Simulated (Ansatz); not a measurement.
The cell is built from the hcp type as a first guess.

An input for Ir and the output that it gave: DFT, PBE, PAW with Ansatz's default frozen-core files, scalar-relativistic (Ansatz 0.2.0).

Command: `ansatz run input.yaml --threads 1 --pin off --max-ram 2048MiB --backend cpu --events-out ev --progress --plain --runs-dir out` The run took 39 s on 1 thread of Arm Neoverse N1, with other jobs on the host, peak memory 0.34 GiB.

```yaml
crystal:
  lattice:
    - [2.5654143566, 0.0, 0.0]
    - [-1.2827071783, 2.2217140041, 0.0]
    - [0.0, 0.0, 4.1559712577]
  atoms:
    - { symbol: Ir, position: [0.3333333333, 0.6666666667, 0.25] }
    - { symbol: Ir, position: [0.6666666667, 0.3333333333, 0.75] }
kpoints:
  mp_grid: { grid: [15, 15, 8] }
scf:
  occupations: { method: fermi_dirac, width: 0.03 }
hamiltonian:
  xc: pbe
  pseudopotentials: { kind: paw }
output:
  forces: true
  stress: true
relax:
  f_tol: 0.005
  max_steps: 80
  cell: {}
```

The log:

```
Engine: ansatz 0.2.0
Pseudopotentials: kind: paw
Pseudopotential: Ir, paw, valence charge 17, recommended cutoff 420 eV (normal)
Functional definition: PBE
  parameter kappa = 0.804
  parameter beta = 0.06672455060314922
  exchange = pbe_x(kappa = kappa, mu = beta*pi^2/3)
  correlation = pbe_c(beta = beta)
Crystal: 2 atoms, lattice volume = 23.687 Å³
Basis set: ecut = 420 eV, 463 PW (Γ), exchange–correlation on 36×36×60 points (8 copies of the dense FFT grid, shifted against one another)
Bands: 21, of which v1, the nominal top of the filled ones, is band 17 counted from 1 (16 counted from 0)
Symmetry: 24 space group operations
Space group: P63/mmc (ITA 194), of the structure as read, at distance tolerance 2.9e-5 Å
k-points: 135 of 1800
Non-local potential: Ir, projectors of the file, l = 0: 3, l = 1: 2, l = 2: 2, l = 3: 1
PAW form: soft (Blöchl's): semilocal exchange-correlation on the pseudo side does not see the compensation charge
PAW one-centre angular grid: Ir, 590 points (default); XC on 64 Gauss nodes
Initial density: superposition of atomic densities (neutral atoms: chi_scale 0, normalization atom), corrected by the library's trained network
Initial wavefunctions: pseudopotential atomic-orbital guess
Functional: x = pbe(κ = 0.804, μ = 0.2195149727645171), c = pbe(β = 0.06672455060314922)
SCF iter   1: F=—  HF=-23868.822426 eV  |F-HF|=—  |Δ(HF+E_count)|=         —  Δρ=1.14e-2  dr2=7.14e-3  ethr=1.77e-3  ⟨swp⟩=5.7  Hψ=11991  notcnv=0
preconditioner: auto → none  [metal: Δε(μ)=0.022 eV  Ē_g=10.027 eV  σ=0.030 eV  W_gap=0.18  n_scr=8 (ndim 8)  ℏωp=32.4 eV  f_vac=0.000  D(μ)=2.38/eV (n_scr^D=34)  sad-step TF]
SCF iter   2: F=—  HF=-23868.822461 eV  |F-HF|=—  |Δ(HF+E_count)|=   3.51e-5  Δρ=6.50e-3  dr2=2.37e-3  ethr=2.10e-5  ⟨swp⟩=2.1  Hψ=4729  notcnv=0  defer=3
SCF iter   3: F=—  HF=-23868.822917 eV  |F-HF|=—  |Δ(HF+E_count)|=   4.56e-4  Δρ=2.97e-4  dr2=8.65e-6  ethr=6.97e-6  ⟨swp⟩=2.1  Hψ=4046  notcnv=0  defer=3
SCF iter   4: F=—  HF=-23868.822922 eV  |F-HF|=—  |Δ(HF+E_count)|=   5.46e-6  Δρ=7.39e-5  dr2=7.24e-7  ethr=2.55e-8  ⟨swp⟩=2.1  Hψ=4818  notcnv=0  defer=3
iter 5 did not close the SCF: its close was put off for the readings that it lacked (scf_convergence_deferred on its scf_iter line)
SCF iter   5: F=-23868.822922 eV  HF=-23868.822922 eV  |F-HF|=1.19e-9  |Δ(HF+E_count)|=   3.34e-7  Δρ=6.32e-6  dr2=3.98e-9  ethr=2.13e-9  ⟨swp⟩=2.0  Hψ=4618  notcnv=0  defer=3
SCF iter   6: F=-23868.822922 eV  HF=-23868.822922 eV  |F-HF|=2.18e-11  |Δ(HF+E_count)|=  5.35e-10  Δρ=1.32e-6  dr2=9.92e-11  ethr=1.17e-11  ⟨swp⟩=1.9  Hψ=9451  notcnv=0
SCF 1 converged in 6 iterations: F = -23868.822922 eV  dr2 = 9.92e-11
  greatest PAW one-centre occupation: 1.000 electrons in one spin orbital (limit 2), on the Ir atom at site 1 (counted from 0), in its partial waves of l = 0
relax step   1: F+E_penalty+E_count = -23868.82292205 eV  Δ(F+E_penalty+E_count) = +0.000e0 eV  max|allowed force component| = 7.864e-17 eV/Å  Δτ_max = 0.0000 Å  P = +119.398 GPa  Ω = 23.687 Å³  (6 SCF iters, dr2 threshold 1.00e-7 eV, accepted)
Crystal: 2 atoms, lattice volume = 27.350 Å³
Basis set: ecut = 420 eV, 549 PW (Γ), exchange–correlation on 36×36×60 points (8 copies of the dense FFT grid, shifted against one another)
Initial density: handed on by an earlier stage of this run
Initial wavefunctions: those handed on with the density
iter 1 solved again at ethr=8.32e-6 eV; its pass at ethr=3.10e-3 eV (dr2=2.83e-3 eV) is discarded
SCF iter   1: F=—  HF=-23870.338381 eV  |F-HF|=—  |Δ(HF+E_count)|=         —  Δρ=5.54e-3  dr2=2.65e-3  ethr=8.32e-6  ⟨swp⟩=2.2  Hψ=16846  notcnv=0
preconditioner: auto → none  [metal: Δε(μ)=0.006 eV  Ē_g=8.430 eV  σ=0.030 eV  W_gap=0.05  n_scr=8 (ndim 8)  ℏωp=30.1 eV  f_vac=0.000  D(μ)=2.85/eV (n_scr^D=36)]
SCF iter   2: F=—  HF=-23870.340220 eV  |F-HF|=—  |Δ(HF+E_count)|=   1.84e-3  Δρ=2.69e-3  dr2=5.92e-4  ethr=7.80e-6  ⟨swp⟩=1.0  Hψ=2835  notcnv=0
SCF iter   3: F=—  HF=-23870.340849 eV  |F-HF|=—  |Δ(HF+E_count)|=   6.29e-4  Δρ=1.76e-4  dr2=5.18e-6  ethr=1.74e-6  ⟨swp⟩=2.0  Hψ=3755  notcnv=0
SCF iter   4: F=—  HF=-23870.340860 eV  |F-HF|=—  |Δ(HF+E_count)|=   1.10e-5  Δρ=3.17e-5  dr2=1.01e-7  ethr=1.52e-8  ⟨swp⟩=2.0  Hψ=5004  notcnv=0
iter 5 did not close the SCF: its close was put off for the readings that it lacked (scf_convergence_deferred on its scf_iter line)
SCF iter   5: F=-23870.340860 eV  HF=-23870.340860 eV  |F-HF|=8.55e-10  |Δ(HF+E_count)|=   8.12e-9  Δρ=7.75e-6  dr2=3.70e-9  ethr=2.97e-10  ⟨swp⟩=2.7  Hψ=5186  notcnv=0
SCF iter   6: F=-23870.340860 eV  HF=-23870.340860 eV  |F-HF|=3.64e-12  |Δ(HF+E_count)|=   1.00e-9  Δρ=4.43e-7  dr2=2.09e-11  ethr=1.09e-11  ⟨swp⟩=1.0  Hψ=8496  notcnv=0
SCF 2 converged in 6 iterations: F = -23870.340860 eV  dr2 = 2.09e-11
relax step   2: F+E_penalty+E_count = -23870.34086029 eV  Δ(F+E_penalty+E_count) = -1.518e0 eV  max|allowed force component| = 7.864e-17 eV/Å  Δτ_max = 0.0000 Å  P = +25.397 GPa  Ω = 27.350 Å³  energy of the carried Pulay correction = -3.135e-3 eV  (6 SCF iters, dr2 threshold 2.00e-7 eV, accepted)
Crystal: 2 atoms, lattice volume = 28.540 Å³
Basis set: ecut = 420 eV, 573 PW (Γ), exchange–correlation on 36×36×60 points (8 copies of the dense FFT grid, shifted against one another)
iter 1 solved again at ethr=1.22e-6 eV; its pass at ethr=3.10e-3 eV (dr2=4.14e-4 eV) is discarded
SCF iter   1: F=—  HF=-23870.458020 eV  |F-HF|=—  |Δ(HF+E_count)|=         —  Δρ=1.94e-3  dr2=5.61e-4  ethr=1.22e-6  ⟨swp⟩=2.3  Hψ=16616  notcnv=0
preconditioner: auto → none  [metal: Δε(μ)=0.005 eV  Ē_g=7.992 eV  σ=0.030 eV  W_gap=0.05  n_scr=8 (ndim 8)  ℏωp=29.5 eV  f_vac=0.000  D(μ)=3.01/eV (n_scr^D=36)]
SCF iter   2: F=—  HF=-23870.457994 eV  |F-HF|=—  |Δ(HF+E_count)|=   2.55e-5  Δρ=8.81e-4  dr2=7.46e-5  ethr=1.22e-6  ⟨swp⟩=2.0  Hψ=3927  notcnv=0
SCF iter   3: F=—  HF=-23870.458031 eV  |F-HF|=—  |Δ(HF+E_count)|=   3.71e-5  Δρ=1.41e-4  dr2=2.81e-6  ethr=2.19e-7  ⟨swp⟩=1.0  Hψ=2835  notcnv=0
iter 4 did not close the SCF: its close was put off for the readings that it lacked (scf_convergence_deferred on its scf_iter line)
SCF iter   4: F=-23870.458032 eV  HF=-23870.458032 eV  |F-HF|=6.92e-9  |Δ(HF+E_count)|=   3.53e-7  Δρ=1.32e-5  dr2=1.35e-8  ethr=8.27e-9  ⟨swp⟩=2.0  Hψ=4047  notcnv=0
iter 5 did not close the SCF: its close was put off for the readings that it lacked (scf_convergence_deferred on its scf_iter line)
SCF iter   5: F=-23870.458032 eV  HF=-23870.458032 eV  |F-HF|=2.18e-11  |Δ(HF+E_count)|=   4.42e-9  Δρ=1.64e-6  dr2=2.25e-10  ethr=3.98e-11  ⟨swp⟩=2.7  Hψ=4544  notcnv=0
SCF iter   6: F=-23870.458032 eV  HF=-23870.458032 eV  |F-HF|=7.28e-12  |Δ(HF+E_count)|=    0.00e0  Δρ=1.96e-7  dr2=4.73e-12  ethr=1.00e-12  ⟨swp⟩=1.0  Hψ=8226  notcnv=0
SCF 3 converged in 6 iterations: F = -23870.458032 eV  dr2 = 4.73e-12
relax step   3: F+E_penalty+E_count = -23870.45803184 eV  Δ(F+E_penalty+E_count) = -1.172e-1 eV  max|allowed force component| = 9.252e-17 eV/Å  Δτ_max = 0.0000 Å  P = +7.111 GPa  Ω = 28.540 Å³  energy of the carried Pulay correction = -4.060e-3 eV  (6 SCF iters, dr2 threshold 2.00e-7 eV, accepted)
Crystal: 2 atoms, lattice volume = 29.128 Å³
iter 1 solved again at ethr=5.54e-7 eV; its pass at ethr=3.10e-3 eV (dr2=1.89e-4 eV) is discarded
SCF iter   1: F=—  HF=-23870.469572 eV  |F-HF|=—  |Δ(HF+E_count)|=         —  Δρ=1.08e-3  dr2=2.09e-4  ethr=5.54e-7  ⟨swp⟩=2.0  Hψ=14498  notcnv=0
preconditioner: auto → none  [metal: Δε(μ)=0.008 eV  Ē_g=7.790 eV  σ=0.030 eV  W_gap=0.07  n_scr=8 (ndim 8)  ℏωp=29.2 eV  f_vac=0.000  D(μ)=3.06/eV (n_scr^D=36)]
SCF iter   2: F=—  HF=-23870.469536 eV  |F-HF|=—  |Δ(HF+E_count)|=   3.66e-5  Δρ=4.53e-4  dr2=2.16e-5  ethr=5.54e-7  ⟨swp⟩=2.1  Hψ=3848  notcnv=0
SCF iter   3: F=—  HF=-23870.469549 eV  |F-HF|=—  |Δ(HF+E_count)|=   1.34e-5  Δρ=9.18e-5  dr2=9.00e-7  ethr=6.36e-8  ⟨swp⟩=1.0  Hψ=2837  notcnv=0
iter 4 did not close the SCF: its close was put off for the readings that it lacked (scf_convergence_deferred on its scf_iter line)
SCF iter   4: F=-23870.469549 eV  HF=-23870.469549 eV  |F-HF|=1.11e-9  |Δ(HF+E_count)|=   2.01e-7  Δρ=6.59e-6  dr2=3.59e-9  ethr=2.65e-9  ⟨swp⟩=2.3  Hψ=3963  notcnv=0
iter 5 did not close the SCF: its close was put off for the readings that it lacked (scf_convergence_deferred on its scf_iter line)
SCF iter   5: F=-23870.469549 eV  HF=-23870.469549 eV  |F-HF|=1.09e-11  |Δ(HF+E_count)|=   2.40e-9  Δρ=5.62e-7  dr2=2.90e-11  ethr=1.06e-11  ⟨swp⟩=2.8  Hψ=5135  notcnv=0
SCF iter   6: F=-23870.469549 eV  HF=-23870.469549 eV  |F-HF|=1.09e-11  |Δ(HF+E_count)|=  1.46e-11  Δρ=9.74e-8  dr2=1.74e-12  ethr=1.00e-12  ⟨swp⟩=1.0  Hψ=6210  notcnv=0
SCF 4 converged in 6 iterations: F = -23870.469549 eV  dr2 = 1.74e-12
relax step   4: F+E_penalty+E_count = -23870.46954946 eV  Δ(F+E_penalty+E_count) = -1.152e-2 eV  max|allowed force component| = 4.626e-18 eV/Å  Δτ_max = 0.0000 Å  P = -0.451 GPa  Ω = 29.128 Å³  energy of the carried Pulay correction = -4.502e-3 eV  (6 SCF iters, dr2 threshold 2.00e-7 eV, accepted)
Crystal: 2 atoms, lattice volume = 29.093 Å³
iter 1 solved again at ethr=1.59e-9 eV; its pass at ethr=3.10e-3 eV (dr2=5.40e-7 eV) is discarded
SCF iter   1: F=—  HF=-23870.469617 eV  |F-HF|=—  |Δ(HF+E_count)|=         —  Δρ=6.71e-5  dr2=8.28e-7  ethr=1.59e-9  ⟨swp⟩=2.5  Hψ=14939  notcnv=0
preconditioner: auto → none  [metal: Δε(μ)=0.007 eV  Ē_g=7.806 eV  σ=0.030 eV  W_gap=0.06  n_scr=8 (ndim 8)  ℏωp=29.2 eV  f_vac=0.000  D(μ)=3.07/eV (n_scr^D=36)]
iter 2 did not close the SCF: its close was put off for the readings that it lacked (scf_convergence_deferred on its scf_iter line)
SCF iter   2: F=-23870.469629 eV  HF=-23870.469629 eV  |F-HF|=3.46e-9  |Δ(HF+E_count)|=   1.17e-5  Δρ=2.79e-5  dr2=8.01e-8  ethr=1.59e-9  ⟨swp⟩=2.0  Hψ=3994  notcnv=0
iter 3 did not close the SCF: its close was put off for the readings that it lacked (scf_convergence_deferred on its scf_iter line)
SCF iter   3: F=-23870.469629 eV  HF=-23870.469629 eV  |F-HF|=2.15e-10  |Δ(HF+E_count)|=   2.90e-9  Δρ=5.99e-6  dr2=3.83e-9  ethr=2.36e-10  ⟨swp⟩=1.0  Hψ=2835  notcnv=0
iter 4 did not close the SCF: its close was put off for the readings that it lacked (scf_convergence_deferred on its scf_iter line)
SCF iter   4: F=-23870.469629 eV  HF=-23870.469629 eV  |F-HF|=1.46e-11  |Δ(HF+E_count)|=  5.75e-10  Δρ=4.03e-7  dr2=1.24e-11  ethr=1.13e-11  ⟨swp⟩=2.1  Hψ=3853  notcnv=0
iter 5 did not close the SCF: its close was put off for the readings that it lacked (scf_convergence_deferred on its scf_iter line)
SCF iter   5: F=-23870.469629 eV  HF=-23870.469629 eV  |F-HF|=1.46e-11  |Δ(HF+E_count)|=    0.00e0  Δρ=4.73e-8  dr2=2.38e-13  ethr=1.00e-12  ⟨swp⟩=1.0  Hψ=2835  notcnv=0
SCF iter   6: F=-23870.469629 eV  HF=-23870.469629 eV  |F-HF|=7.28e-12  |Δ(HF+E_count)|=  7.28e-12  Δρ=4.74e-9  dr2=2.66e-15  ethr=1.00e-12  ⟨swp⟩=1.0  Hψ=6210  notcnv=0
SCF 5 converged in 6 iterations: F = -23870.469629 eV  dr2 = 2.66e-15
relax step   5: F+E_penalty+E_count = -23870.46962860 eV  Δ(F+E_penalty+E_count) = -7.914e-5 eV  max|allowed force component| = 7.401e-17 eV/Å  Δτ_max = 0.0000 Å  P = -0.015 GPa  Ω = 29.093 Å³  energy of the carried Pulay correction = -4.475e-3 eV  (6 SCF iters, dr2 threshold 2.00e-7 eV, accepted)
Basis set: ecut = 420 eV, 573 PW (Γ), exchange–correlation on 40×40×60 points (8 copies of the dense FFT grid, shifted against one another)
Initial wavefunctions: pseudopotential atomic-orbital guess (no wavefunctions were taken with the density)
iter 1 solved again at ethr=5.87e-8 eV; its pass at ethr=3.10e-3 eV (dr2=1.99e-5 eV) is discarded
SCF iter   1: F=—  HF=-23870.474181 eV  |F-HF|=—  |Δ(HF+E_count)|=         —  Δρ=1.29e-3  dr2=1.84e-5  ethr=5.87e-8  ⟨swp⟩=3.0  Hψ=18722  notcnv=0
SCF iter   2: F=—  HF=-23870.474650 eV  |F-HF|=—  |Δ(HF+E_count)|=   4.69e-4  Δρ=6.43e-4  dr2=4.13e-6  ethr=5.41e-8  ⟨swp⟩=1.0  Hψ=2837  notcnv=0
SCF iter   3: F=—  HF=-23870.474800 eV  |F-HF|=—  |Δ(HF+E_count)|=   1.50e-4  Δρ=6.05e-5  dr2=1.39e-7  ethr=1.21e-8  ⟨swp⟩=1.0  Hψ=2835  notcnv=0
SCF iter   4: F=—  HF=-23870.474801 eV  |F-HF|=—  |Δ(HF+E_count)|=   4.83e-7  Δρ=1.66e-6  dr2=1.88e-10  ethr=4.10e-10  ⟨swp⟩=2.1  Hψ=4216  notcnv=0
iter 5 did not close the SCF: its close was put off for the readings that it lacked (scf_convergence_deferred on its scf_iter line)
SCF iter   5: F=-23870.474801 eV  HF=-23870.474801 eV  |F-HF|=7.28e-12  |Δ(HF+E_count)|=  2.55e-10  Δρ=1.81e-7  dr2=5.34e-12  ethr=1.00e-12  ⟨swp⟩=2.7  Hψ=5330  notcnv=0
SCF iter   6: F=-23870.474801 eV  HF=-23870.474801 eV  |F-HF|=1.46e-11  |Δ(HF+E_count)|=  1.46e-11  Δρ=3.82e-8  dr2=2.62e-13  ethr=1.00e-12  ⟨swp⟩=4.0  Hψ=11346  notcnv=0
SCF 6 converged in 6 iterations: F = -23870.474801 eV  dr2 = 2.62e-13
relax step   6: F+E_penalty+E_count = -23870.47480083 eV  Δ(F+E_penalty+E_count) = -5.172e-3 eV  max|allowed force component| = 7.401e-17 eV/Å  Δτ_max = 0.0000 Å  P = +0.393 GPa  Ω = 29.093 Å³  stress off target by 3.99e-1 GPa  SCF on the basis re-selected at this cell (its energy is not comparable with the rows above)  (6 SCF iters)
basis re-selected at this cell: Δ(F+E_penalty+E_count) = -5.172e-3 eV, ΔP = +0.408 GPa vs the last step (what re-selecting the basis moved, of the pressure what is left beyond the Pulay correction that the steps carried, after the strain that the cell walked since its last selection, with what the two solves' SCF thresholds leave and, on support functions, any second-order correction that the steps lacked; it is no measure of the basis error at this ecutwfc). The dense FFT grid was sized anew with the basis: this SCF ran on 20×20×30 points, the steps before it on 18×18×30, so part of this shift can come from that change (see relax.cell in the input reference). This SCF's stress stands 3.99e-1 GPa from its target on what of the cell is left free (relax.cell.stress_tol is 5.00e-2 GPa) and its largest allowed force component is 7.40e-17 eV/Å (relax.f_tol is 5.00e-3 eV/Å): not within both, so this SCF does not close the relaxation
Crystal: 2 atoms, lattice volume = 29.125 Å³
iter 1 solved again at ethr=1.24e-9 eV; its pass at ethr=3.10e-3 eV (dr2=4.23e-7 eV) is discarded
SCF iter   1: F=—  HF=-23870.474804 eV  |F-HF|=—  |Δ(HF+E_count)|=         —  Δρ=5.63e-5  dr2=6.77e-7  ethr=1.24e-9  ⟨swp⟩=3.2  Hψ=16335  notcnv=0
preconditioner: auto → none  [metal: Δε(μ)=0.006 eV  Ē_g=7.795 eV  σ=0.030 eV  W_gap=0.05  n_scr=8 (ndim 8)  ℏωp=29.2 eV  f_vac=0.000  D(μ)=3.07/eV (n_scr^D=36)]
iter 2 did not close the SCF: its close was put off for the readings that it lacked (scf_convergence_deferred on its scf_iter line)
SCF iter   2: F=-23870.474825 eV  HF=-23870.474825 eV  |F-HF|=3.74e-9  |Δ(HF+E_count)|=   2.12e-5  Δρ=2.21e-5  dr2=5.48e-8  ethr=1.24e-9  ⟨swp⟩=2.0  Hψ=4033  notcnv=0
iter 3 did not close the SCF: its close was put off for the readings that it lacked (scf_convergence_deferred on its scf_iter line)
SCF iter   3: F=-23870.474825 eV  HF=-23870.474825 eV  |F-HF|=9.20e-10  |Δ(HF+E_count)|=   7.99e-9  Δρ=5.69e-6  dr2=3.25e-9  ethr=1.61e-10  ⟨swp⟩=1.1  Hψ=2907  notcnv=0
iter 4 did not close the SCF: its close was put off for the readings that it lacked (scf_convergence_deferred on its scf_iter line)
SCF iter   4: F=-23870.474825 eV  HF=-23870.474825 eV  |F-HF|=1.46e-11  |Δ(HF+E_count)|=   1.18e-9  Δρ=3.47e-7  dr2=8.34e-12  ethr=9.57e-12  ⟨swp⟩=2.1  Hψ=3792  notcnv=0
iter 5 did not close the SCF: its close was put off for the readings that it lacked (scf_convergence_deferred on its scf_iter line)
SCF iter   5: F=-23870.474825 eV  HF=-23870.474825 eV  |F-HF|=0.00e0  |Δ(HF+E_count)|=  3.64e-12  Δρ=4.26e-8  dr2=1.41e-13  ethr=1.00e-12  ⟨swp⟩=1.0  Hψ=2835  notcnv=0
SCF iter   6: F=-23870.474825 eV  HF=-23870.474825 eV  |F-HF|=0.00e0  |Δ(HF+E_count)|=  7.28e-12  Δρ=5.17e-9  dr2=3.29e-15  ethr=1.00e-12  ⟨swp⟩=1.0  Hψ=6210  notcnv=0
SCF 7 converged in 6 iterations: F = -23870.474825 eV  dr2 = 3.29e-15
relax step   7: F+E_penalty+E_count = -23870.47482545 eV  Δ(F+E_penalty+E_count) = -2.462e-5 eV  max|allowed force component| = 7.401e-17 eV/Å  Δτ_max = 0.0000 Å  P = +0.013 GPa  Ω = 29.125 Å³  energy of the carried Pulay correction = -1.624e-5 eV  (6 SCF iters, dr2 threshold 2.00e-7 eV, accepted)
iter 1 solved again at ethr=4.87e-9 eV; its pass at ethr=3.10e-3 eV (dr2=1.65e-6 eV) is discarded
SCF iter   1: F=—  HF=-23870.474821 eV  |F-HF|=—  |Δ(HF+E_count)|=         —  Δρ=3.82e-6  dr2=7.82e-10  ethr=4.87e-9  ⟨swp⟩=4.0  Hψ=20633  notcnv=0
preconditioner: auto → none  [metal: Δε(μ)=0.007 eV  Ē_g=7.795 eV  σ=0.030 eV  W_gap=0.06  n_scr=8 (ndim 8)  ℏωp=29.2 eV  f_vac=0.000  D(μ)=3.07/eV (n_scr^D=36)]
SCF iter   2: F=—  HF=-23870.474842 eV  |F-HF|=—  |Δ(HF+E_count)|=   2.14e-5  Δρ=1.91e-6  dr2=1.83e-10  ethr=2.30e-12  ⟨swp⟩=2.6  Hψ=5528  notcnv=0
iter 3 did not close the SCF: its close was put off for the readings that it lacked (scf_convergence_deferred on its scf_iter line)
SCF iter   3: F=-23870.474842 eV  HF=-23870.474842 eV  |F-HF|=1.09e-11  |Δ(HF+E_count)|=  2.91e-11  Δρ=5.30e-7  dr2=1.28e-11  ethr=1.00e-12  ⟨swp⟩=1.1  Hψ=2952  notcnv=0
iter 4 did not close the SCF: its close was put off for the readings that it lacked (scf_convergence_deferred on its scf_iter line)
SCF iter   4: F=-23870.474842 eV  HF=-23870.474842 eV  |F-HF|=0.00e0  |Δ(HF+E_count)|=  2.18e-11  Δρ=6.81e-8  dr2=6.69e-13  ethr=1.00e-12  ⟨swp⟩=1.0  Hψ=2835  notcnv=0
iter 5 did not close the SCF: its close was put off for the readings that it lacked (scf_convergence_deferred on its scf_iter line)
SCF iter   5: F=-23870.474842 eV  HF=-23870.474842 eV  |F-HF|=7.28e-12  |Δ(HF+E_count)|=  3.64e-12  Δρ=1.07e-8  dr2=1.68e-14  ethr=1.00e-12  ⟨swp⟩=1.0  Hψ=2835  notcnv=0
iter 6 did not close the SCF: its close was put off for the readings that it lacked (scf_convergence_deferred on its scf_iter line)
SCF iter   6: F=-23870.474842 eV  HF=-23870.474842 eV  |F-HF|=3.64e-12  |Δ(HF+E_count)|=  3.64e-12  Δρ=1.65e-9  dr2=4.45e-16  ethr=1.00e-12  ⟨swp⟩=1.0  Hψ=2835  notcnv=0
SCF iter   7: F=-23870.474842 eV  HF=-23870.474842 eV  |F-HF|=7.28e-12  |Δ(HF+E_count)|=  7.28e-12  Δρ=5.93e-10  dr2=3.14e-17  ethr=1.00e-12  ⟨swp⟩=1.7  Hψ=6577  notcnv=0
SCF 8 converged in 7 iterations: F = -23870.474842 eV  dr2 = 3.14e-17
relax step   8: F+E_penalty+E_count = -23870.47484202 eV  Δ(F+E_penalty+E_count) = -1.657e-5 eV  max|allowed force component| = 7.401e-17 eV/Å  Δτ_max = 0.0000 Å  P = +0.012 GPa  Ω = 29.125 Å³  stress off target by 1.18e-2 GPa  SCF on the basis re-selected at this cell (its energy is not comparable with the rows above)  (7 SCF iters)
basis re-selected at this cell: Δ(F+E_penalty+E_count) = -1.657e-5 eV, ΔP = -0.002 GPa vs the last step (what re-selecting the basis moved, of the pressure what is left beyond the Pulay correction that the steps carried, after the strain that the cell walked since its last selection, with what the two solves' SCF thresholds leave and, on support functions, any second-order correction that the steps lacked; it is no measure of the basis error at this ecutwfc). This SCF's stress stands 1.18e-2 GPa from its target on what of the cell is left free (relax.cell.stress_tol is 5.00e-2 GPa) and its largest allowed force component is 7.40e-17 eV/Å (relax.f_tol is 5.00e-3 eV/Å): within both
SCF converged after 7 iterations
Free energy (F): -23870.474842 eV
Harris-Foulkes:  -23870.474842 eV  (|F-HF|=7.28e-12)
Internal energy: -23870.466200 eV  (E = F + TS)
E sigma→0 (E₀):  -23870.470521 eV
Entropy (-TS):   -0.008642 eV (-4.321 meV/atom)
Fermi energy:    25.024477 eV
--- Per-component energies (eV) ---
  E_band       = -191.196237
  E_kinetic    = 1244.838706
  E_local      = -2194.911388  (includes V_loc(G=0)·N_el)
  E_nonlocal   = 145.097148
  E_hartree    = 838.489981
  E_xc         = -535.533396
  E_vxc        = -599.653540  (∫ρ·V_xc dr)
  E_paw        = -18446.675160  (= ΣΔE_a)
  E_vpaw       = -463.547236  (= ΣTr[D̂ρ^β])
  E_aug_tail   = 0.000111  (compensation charges beyond the density's cutoff)
  E_ewald      = -4921.772202
  E_smearing   = -0.008642  (= −TS)
  E_closure    = 0.000000  (closes the sum)
  Σ components = -23870.474842   (vs F -23870.474842, Δ=0.00e0)
--- Forces (eV/Å), atoms counted from 1 ---
  atom   1  Ir     0.00000000     0.00000000     0.00000000
  atom   2  Ir     0.00000000    -0.00000000     0.00000000
  max |Σ_I F_I| component: 9.25e-18 eV/Å
--- Stress (GPa, compression-positive) ---
        0.011430      -0.000000       0.000000
        0.000000       0.011430       0.000000
        0.000000       0.000000       0.011773
  P = ⅓ Tr σ = 0.0115 GPa (0.115 kbar)
--- Relaxed structure (6 steps of the walk, 6 accepted, 2 SCFs on fresh bases) ---
  F+E_penalty+E_count = -23870.47484202 eV   max|allowed force component| = 7.401e-17 eV/Å   (the final SCF, on the basis selected at the relaxed cell)
  cell:  # Å, volume = 29.1249 Å³
    - [2.7485640889994847, -1.4336529219120997e-33, 0.0]
    - [-1.3742820444997423, 2.3803263250031863, 0.0]
    - [0.0, 0.0, 4.451661652878734]
  atoms:
    - { symbol: Ir, position: [0.3333333333333333, 0.6666666666666666, 0.25] }
    - { symbol: Ir, position: [0.6666666666666666, 0.3333333333333333, 0.7500000000000001] }
```
